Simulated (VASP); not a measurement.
# Li2O (Fm-3m) in VASP: single point with PBE0

Aim: the single point of Li2O with PBE0.

All numbers are computed with VASP 6.6.1; they aren't measurements. Logs are shortened: lines on timing, memory, paths and dates and some standing lists are left out, and cuts for length are marked.

### Step 1. The crystal as given

The structure is cubic, space group Fm-3m (No. 225). The conventional cell has a = 4.579 Å, b = 4.579 Å, c = 4.579 Å, α = 90.00°, β = 90.00°, γ = 90.00°. Li (site symmetry -43m) is surrounded by 4 O at 1.98 Å. Around O (site symmetry m-3m) lie 8 Li at 1.98 Å.

### Step 2. Single point, PBE0

Contents of POSCAR:

```
Li2O
1.0
    0.0000000000      2.2896700000      2.2896700000
    2.2896700000      0.0000000000      2.2896700000
    2.2896700000      2.2896700000      0.0000000000
Li O
2 1
Direct
    0.2500000000      0.2500000000      0.2500000000
    0.7500000000      0.7500000000      0.7500000000
    0.0000000000      0.0000000000      0.0000000000
```

Contents of INCAR.step1:

```
SYSTEM = Li2O
ALGO = Normal ; EDIFF = 1E-5
ENCUT = 520 ; GGA = PE
ISIF = 2 ; ISMEAR = 0
LASPH = .True. ; LREAL = .False.
LWAVE = .True. ; NBANDS = 13
NELM = 60 ; PREC = Accurate
SIGMA = 0.02
```

Contents of INCAR.step2:

```
SYSTEM = Li2O
AEXX = 0.25 ; ALGO = Normal
EDIFF = 1E-6 ; ENCUT = 520
GGA = PE ; HFRCUT = -1
ISIF = 2 ; ISMEAR = 0
ISTART = 1 ; LASPH = .True.
LCHARG = .True. ; LELF = .True.
LHFCALC = .True. ; LREAL = .False.
LVHAR = .True. ; LWAVE = .False.
NBANDS = 13 ; NELM = 60
PREC = Accurate ; PRECFOCK = Fast
SIGMA = 0.02
```

Contents of KPOINTS:

```
k-points
0
Gamma
  6 6 6
  0 0 0
```

Potentials or basis: VASP PAW PBE potentials, release 64 (Li_sv, O).

Launch:

```bash
cat potpaw_PBE.64/Li_sv/POTCAR potpaw_PBE.64/O/POTCAR > POTCAR
cp INCAR.step1 INCAR
mpirun -np 1 vasp_std > vasp.out
cp INCAR.step2 INCAR
mpirun -np 1 vasp_std > vasp.out
```

OUTCAR:

```text
SYSTEM = Li2O
   AEXX = 0.25
   EDIFF = 1E-6
   ENCUT = 520
   GGA = PE
   ISIF = 2
   ISMEAR = 0
   ISTART = 1
   LASPH = .True.
   LHFCALC = .True.
   LREAL = .False.
   NELM = 60
   PREC = Accurate
   PRECFOCK = Fast

 ion  position               nearest neighbor table
   1  0.250  0.250  0.250-   3 1.98   3 1.98   3 1.98   3 1.98   2 2.29   2 2.29   2 2.29   2 2.29
                             2 2.29   2 2.29
   2  0.750  0.750  0.750-   3 1.98   3 1.98   3 1.98   3 1.98   1 2.29   1 2.29   1 2.29   1 2.29
                             1 2.29   1 2.29
   3  0.000  0.000  0.000-   2 1.98   2 1.98   2 1.98   1 1.98   2 1.98   1 1.98   1 1.98   1 1.98

  LATTYP: Found a face centered cubic cell.
 ALAT       =     4.5793400000

  Lattice vectors:

 A1 = (   0.0000000000,   2.2896700000,   2.2896700000)
 A2 = (   2.2896700000,   0.0000000000,   2.2896700000)
 A3 = (   2.2896700000,   2.2896700000,   0.0000000000)

Analysis of symmetry for initial positions (statically):
=====================================================================
 Subroutine PRICEL returns:
 Original cell was already a primitive cell.

 Routine SETGRP: Setting up the symmetry group for a
 face centered cubic supercell.

 Subroutine GETGRP returns: Found 48 space group operations
 (whereof 48 operations were pure point group operations)
 out of a pool of 48 trial point group operations.

The static configuration has the point symmetry O_h .

Analysis of symmetry for dynamics (positions and initial velocities):
=====================================================================
 Subroutine PRICEL returns:
 Original cell was already a primitive cell.

 Routine SETGRP: Setting up the symmetry group for a
 face centered cubic supercell.

 Subroutine GETGRP returns: Found 48 space group operations
 (whereof 48 operations were pure point group operations)
 out of a pool of 48 trial point group operations.

The dynamic configuration has the point symmetry O_h .

 Subroutine INISYM returns: Found 48 space group operations
 (whereof 48 operations are pure point group operations),
 and found     1 'primitive' translations

----------------------------------------------------------------------------------------

                                     Primitive cell

  volume of cell :      24.0076

  direct lattice vectors                    reciprocal lattice vectors
     0.000000000  2.289670000  2.289670000    -0.218372080  0.218372080  0.218372080
     2.289670000  0.000000000  2.289670000     0.218372080 -0.218372080  0.218372080
     2.289670000  2.289670000  0.000000000     0.218372080  0.218372080 -0.218372080

  length of vectors
     3.238082367  3.238082367  3.238082367     0.378231537  0.378231537  0.378231537

  position of ions in fractional coordinates (direct lattice)
     0.250000000  0.250000000  0.250000000
     0.750000000  0.750000000  0.750000000
     0.000000000  0.000000000  0.000000000

  ion indices of the primitive-cell ions
   primitive index   ion index
                 1           1
                 2           2
                 3           3

----------------------------------------------------------------------------------------

 KPOINTS: k-points

Automatic generation of k-mesh.
 Grid dimensions read from file:
 generate k-points for:    6    6    6

 Generating k-lattice:

  Cartesian coordinates                     Fractional coordinates (reciprocal lattice)
    -0.036395347  0.036395347  0.036395347     0.166666667  0.000000000  0.000000000
     0.036395347 -0.036395347  0.036395347     0.000000000  0.166666667  0.000000000
     0.036395347  0.036395347 -0.036395347     0.000000000  0.000000000  0.166666667

  Length of vectors
     0.063038590  0.063038590  0.063038590

  Shift w.r.t. Gamma in fractional coordinates (k-lattice)
     0.000000000  0.000000000  0.000000000

 Subroutine IBZKPT returns following result:
 ===========================================

 Found     16 irreducible k-points:

 Following reciprocal coordinates:
            Coordinates               Weight
  0.000000  0.000000  0.000000      1.000000
  0.166667  0.000000  0.000000      8.000000
  0.333333  0.000000  0.000000      8.000000
  0.500000  0.000000  0.000000      4.000000
  0.166667  0.166667  0.000000      6.000000
  0.333333  0.166667  0.000000     24.000000
[... 8 lines left out ...]
 -0.333333  0.333333  0.166667     24.000000
 -0.333333  0.500000  0.166667     12.000000
   k-points           NKPTS =     16   k-points in BZ     NKDIM =    216   number of bands    NBANDS=     13
   number of dos      NEDOS =    301   number of ions     NIONS =      3
   total plane-waves  NPLWV =  13824
   dimension x,y,z NGX =    24 NGY =   24 NGZ =   24
   dimension x,y,z NGXF=    48 NGYF=   48 NGZF=   48
   ions per type =               2   1
   NGX,Y,Z   is equivalent  to a cutoff of  12.32, 12.32, 12.32 a.u.
   NGXF,Y,Z  is equivalent  to a cutoff of  24.64, 24.64, 24.64 a.u.
 SYSTEM =  Li2O
   PREC   = accura    normal or accurate (medium, high low for compatibility)
   ISTART =      1    job   : 0-new  1-cont  2-samecut
   ICHARG =      0    charge: 1-file 2-atom 10-const
   ISPIN  =      1    spin polarized calculation?
   LNONCOLLINEAR =      F non collinear calculations
   LSORBIT =      F    spin-orbit coupling
   LASPH  =      T    aspherical Exc in radial PAW
   ENCUT  =  520.0 eV  38.22 Ry    6.18 a.u.   6.02  6.02  6.02*2*pi/ulx,y,z
   NELM   =     60;   NELMIN=  2; NELMDL=  0     # of ELM steps
   EDIFF  = 0.1E-05   stopping-criterion for ELM
   LREAL  =      F    real-space projection
   EDIFFG = 0.1E-04   stopping-criterion for IOM
   NSW    =      0    number of steps for IOM
   IBRION =     -1    ionic relax: 0-MD 1-quasi-New 2-CG
   NFREE  =      0    steps in history (QN), initial steepest desc. (CG)
   ISIF   =      2    stress and relaxation
   ISYM   =      3    0-nonsym 1-usesym 2-fastsym
   POTIM  = 0.5000    time-step for ionic-motion
   TEBEG  =    0.0;   TEEND  =   0.0 temperature during run
   PSTRESS=    0.0 pullay stress
   NELECT =      12.0000    total number of electrons
   NUPDOWN=      -1.0000    fix difference up-down
   EMIN   =  10.00;   EMAX   =-10.00  energy-range for DOS
   EFERMI =   0.00;   METHOD = LEGACY
   ISMEAR =     0;   SIGMA  =   0.02  broadening in eV -4-tet -1-fermi 0-gaus
   EFERMI_NEDOS =   21; number of points for ismear=-14 and -15
   IALGO  =     38    algorithm
   IMIX   =      1    mixing-type and parameters
     AMIX     =   0.40;   BMIX     =  1.00
     AMIX_MAG =   1.60;   BMIX_MAG =  1.00
  volume/ion in A,a.u.               =       8.00        54.00
  Fermi-wavevector in a.u.,A,eV,Ry     =   1.299229  2.455187 22.966578  1.687996
  Thomas-Fermi vector in A             =   2.430506
   LORBIT       =      0    0 simple, 1 ext, 2 COOP (PROOUT), +10 PAW based schemes
   GGA     = PE    functional components
   LHFCALC =     T    Hartree Fock is set to
   PRECFOCK=fast      Normal, Fast or Accurate (Low or Medium for compatibility)
   ENCUT4O =  -1.0   cutoff for four orbital integrals eV
   NKREDX  =     1    reduce k-point grid by
   NKREDY  =     1    reduce k-point grid by
   NKREDZ  =     1    reduce k-point grid by
   AEXX    =    0.2500 exact exchange contribution
   HFSCREEN=    0.0000 screening length (either q_TF or 0.3 A-1)
   HFSCREENC=   0.0000 screening length for correlation (either q_TF or 0.3 A-1)
   ENCUTFOCK=  -1.0 apply spherical cutoff to Coloumb kernel
   IVDW    =     0    specifies the selected vdW correction
   LEPSILON=     F    determine dielectric tensor
   LRPA    =     F    only Hartree local field effects (RPA)
 non-spin polarized calculation
 Gauss-broadening in eV      SIGMA  =   0.02
  energy-cutoff  :      520.00
  volume of cell :       24.01
 maximum number of plane-waves:       656
  NGX = 14; NGY = 14; NGZ = 14

 number of electron      11.9999986 magnetization

 Free energy of the ion-electron system (eV)
  ---------------------------------------------------
  ext. energy  EPLUGINS =         0.00000000
  ---------------------------------------------------
  free energy    TOTEN  =       -17.60479835 eV

  energy without entropy =      -17.60479835  energy(sigma->0) =      -17.60479835

 E-fermi :  -0.0459     XC(G=0):  -7.7330

 val. band max:       -0.1395958023   @ k =   0.0000   0.0000   0.0000
 cond. band min:       7.2184677152   @ k =   0.5000   0.5000   0.0000
 fundamental gap:      7.3580635175
 Fermi energy:        -0.0458694930

 k-point     1 :       0.0000    0.0000    0.0000
  band No.  band energies     occupation
      1     -45.6215      2.00000
      2     -45.2603      2.00000
      3     -17.1294      2.00000
      4      -0.1396      2.00000
      5      -0.1396      2.00000
      6      -0.1396      2.00000
      7       7.7195      0.00000
      8      14.6176      0.00000
      9      14.6176      0.00000
     10      14.6176      0.00000
     11      21.8737      0.00000
     12      21.8737      0.00000
     13      21.8738      0.00000

 k-point     2 :       0.1667    0.0000    0.0000
  band No.  band energies     occupation
      1     -45.5930      2.00000
      2     -45.2807      2.00000
      3     -17.0691      2.00000
      4      -1.0469      2.00000
      5      -0.2749      2.00000
      6      -0.2749      2.00000
      7       8.4654      0.00000
      8      14.6828      0.00000
      9      14.9784      0.00000
     10      14.9785      0.00000
     11      20.0213      0.00000
     12      20.0214      0.00000
     13      22.8281      0.00000
[... 193 lines left out ...]
 k-point    15 :      -0.3333    0.3333    0.1667
  band No.  band energies     occupation
      1     -45.4204      2.00000
      2     -45.4203      2.00000
      3     -16.8189      2.00000
      4      -2.5884      2.00000
      5      -1.5381      2.00000
      6      -1.2982      2.00000
      7       9.9591      0.00000
      8      13.1487      0.00000
      9      16.6190      0.00000
     10      16.8815      0.00000
     11      20.6703      0.00000
     12      21.0131      0.00000
     13      26.3128      0.00000

 k-point    16 :      -0.3333    0.5000    0.1667
  band No.  band energies     occupation
      1     -45.4482      2.00000
      2     -45.3892      2.00000
      3     -16.8052      2.00000
      4      -1.9997      2.00000
      5      -1.8708      2.00000
      6      -1.7300      2.00000
      7       8.7682      0.00000
      8      14.1838      0.00000
      9      16.9232      0.00000
     10      17.6163      0.00000
     11      19.7815      0.00000
     12      23.0205      0.00000
     13      25.2447      0.00000

------------------------ aborting loop because EDIFF is reached ----------------------------------------

  FORCE on cell =-STRESS in cart. coord.  units (eV):
  Direction    XX          YY          ZZ          XY          YZ          ZX
  --------------------------------------------------------------------------------------
  -------------------------------------------------------------------------------------
  Total       -0.0683358     -0.0683358     -0.0683358      0.0000000      0.0000000     -0.0000000
  in kB       -4.5604788     -4.5604788     -4.5604788      0.0000000      0.0000000     -0.0000000
  external PRESSURE =      -4.5604788 kB  Pullay stress =       0.0000000 kB

 VOLUME and BASIS-vectors are now :
 -----------------------------------------------------------------------------
  energy-cutoff  :      520.00
  volume of cell :       24.01
      direct lattice vectors                 reciprocal lattice vectors
     0.000000000  2.289670000  2.289670000    -0.218372080  0.218372080  0.218372080
     2.289670000  0.000000000  2.289670000     0.218372080 -0.218372080  0.218372080
     2.289670000  2.289670000  0.000000000     0.218372080  0.218372080 -0.218372080

 POSITION                                       TOTAL-FORCE (eV/Angst)
 -----------------------------------------------------------------------------------
      1.14484      1.14484      1.14484        -0.000000     -0.000000     -0.000000
      3.43451      3.43451      3.43451         0.000000      0.000000      0.000000
      0.00000      0.00000      0.00000         0.000000      0.000000     -0.000000
 -----------------------------------------------------------------------------------
    total drift:                                0.000000      0.000000      0.000000

  FREE ENERGIE OF THE ION-ELECTRON SYSTEM (eV)
  ---------------------------------------------------
  free  energy   TOTEN  =       -17.6047983452 eV

  energy  without entropy=      -17.6047983452  energy(sigma->0) =      -17.60479835
```

It took 3.3 min on 1 thread of Intel Xeon Platinum 8259CL at 2.50GHz (Skylake/Cascade Lake), shared host; peak memory 0.14 GiB.

Results:

| Quantity | Value |
| --- | --- |
| Free energy | -17.6048 eV |
| Band gap on the k mesh | 7.36 eV, indirect (least direct gap 7.86 eV) |

Levels at points of the mesh, in eV from the valence-band top:
```
           k point  band 2  band 3  band 4  band 5  band 6  band 7  band 8  band 9  band 10  band 11
(0.00, 0.00, 0.00)  -45.12  -16.99    0.00    0.00    0.00    7.86   14.76   14.76    14.76    22.01
(0.50, 0.00, 0.00)  -45.28  -16.73   -3.05   -0.50   -0.50   12.05   12.76   14.83    14.83    21.15
(0.50, 0.50, 0.00)  -45.22  -16.68   -1.80   -1.52   -1.52    7.36   16.74   16.74    18.13    18.83
```

Caveat: the cutoff is under 1.25 times the usual one of these potentials, so pressure, stress and relaxed cells hold a basis-set (Pulay) error; the PAW data sets were made with another functional, which shifts forces and pressure a little. A k mesh can miss the band edges.
